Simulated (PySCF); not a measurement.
# Peak assignment

Molfile (atoms numbered from 1):
```
C4H9NO
     RDKit          3D

 15 15  0  0  0  0  0  0  0  0999 V2000
   -1.0811    0.8430    0.1807 C   0  0  0  0  0  0  0  0  0  0  0  0
   -1.2690   -0.5866   -0.3426 C   0  0  0  0  0  0  0  0  0  0  0  0
   -0.1741   -0.9870   -1.1398 O   0  0  0  0  0  0  0  0  0  0  0  0
    1.0409   -0.8986   -0.4252 C   0  0  0  0  0  0  0  0  0  0  0  0
    1.2746    0.5249    0.0971 C   0  0  0  0  0  0  0  0  0  0  0  0
    0.1656    0.9898    0.9156 N   0  0  0  0  0  0  0  0  0  0  0  0
   -1.9138    1.1199    0.8294 H   0  0  0  0  0  0  0  0  0  0  0  0
   -1.0441    1.5354   -0.6651 H   0  0  0  0  0  0  0  0  0  0  0  0
   -1.3788   -1.2798    0.5089 H   0  0  0  0  0  0  0  0  0  0  0  0
   -2.1505   -0.6623   -0.9809 H   0  0  0  0  0  0  0  0  0  0  0  0
    1.0243   -1.6048    0.4224 H   0  0  0  0  0  0  0  0  0  0  0  0
    1.8239   -1.1982   -1.1232 H   0  0  0  0  0  0  0  0  0  0  0  0
    1.3622    1.2091   -0.7515 H   0  0  0  0  0  0  0  0  0  0  0  0
    2.1941    0.5668    0.6836 H   0  0  0  0  0  0  0  0  0  0  0  0
    0.1214    0.4364    1.7687 H   0  0  0  0  0  0  0  0  0  0  0  0
  1  2  1  0
  2  3  1  0
  3  4  1  0
  4  5  1  0
  5  6  1  0
  6  1  1  0
  1  7  1  0
  1  8  1  0
  2  9  1  0
  2 10  1  0
  4 11  1  0
  4 12  1  0
  5 13  1  0
  5 14  1  0
  6 15  1  0
M  END
```

[PySCF 2.14: PBE0/pcSseg-1 with gauge-including orbitals; geometry from GFN2-xTB; no relativistic terms; averaged over atoms made equivalent by symmetry, fast rotation or ring inversion; one conformer; no solvent]

δ = σ(ref) − σ, references computed at the same level: 13C (σ = 186.93 ppm), 1H (σ = 31.72 ppm) vs TMS.

Problem. Assign these signals to the numbered atoms. 13C{1H} NMR (computed): δ 73.5 (CH2), 51.4 (CH2).

Solution. 
| δ (ppm) | atoms | environment | reason |
| --- | --- | --- | --- |
| 73.5 | C2/C4 | sp3 CH2 bonded to O | deshielded by the electronegative neighbour |
| 51.4 | C1/C5 | sp3 CH2 bonded to N | pulled downfield by the heteroatom |

Problem. Assign these signals to the numbered atoms. 1H NMR (300 MHz, computed): δ 3.57 (m, 4H), 2.81 (m, 4H), 0.15 (br s, 1H).

Solution. 
3.57 → H9/H10/H11/H12, hydrogen on an sp3 CH2 bonded to O: its carbon carries O, hence the downfield position
2.81 → H7/H8/H13/H14, hydrogen on an sp3 CH2 bonded to N: its carbon carries N, which withdraws density
0.15 → H15, hydrogen on an amine nitrogen: labile proton, position sensitive to the medium

OH/NH shifts are gas-phase values; hydrogen bonding in solution moves them, usually downfield. Shifts are as computed. Against solution values, carbons near 30 ppm lie about +3 ppm off and those near 130 ppm about +5 ppm. Of 1211 compounds with measured shifts, 218 miss one by over three times the rms of a fit or turn the order of signals round; such compounds aren't used in these exercises. No couplings were computed; multiplicities are counted from neighbouring protons, with m where these are inequivalent, close in shift, in a saturated or five-membered ring or joined by F or P, and br s for small geminal =CH2 splittings.
